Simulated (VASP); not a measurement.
The system is Hf.

```
Hf
1.0
     3.19670    0.00000    0.00000
    -1.59835    2.76842    0.00000
     0.00000    0.00000    5.05780
Hf
2
Direct
  0.66667 0.33333 0.75000
  0.33333 0.66667 0.25000
```

Base run:

- Program: VASP 6.6.1
- Functional: RPBE
- Potentials or basis: VASP PAW PBE potentials, release 64 (Hf_pv)
- Cutoff: 520 eV
- k mesh: 10 × 10 × 5
- Occupations: fermi-dirac, width 0.05 eV
- Spin: no spin polarisation

Its results: pressure 3.0 GPa.

Question: After a change of settings the same cell gave: pressure -4.2 GPa. Which change was it?
A. functional from RPBE to AM05
B. functional from RPBE to r2SCAN; further incar settings from ALGO = Fast; EDIFF = 1e-07 to ALGO = Normal; EDIFF = 1e-07
C. functional from RPBE to BLYP
D. functional from RPBE to revPBE

Answer: A.

AM05 binds more tightly than RPBE, so the same cell stands under less pressure.

Caveats: the PAW data sets were made with another functional, which shifts forces and pressure a little.

Not every run made on this cell is shown here.
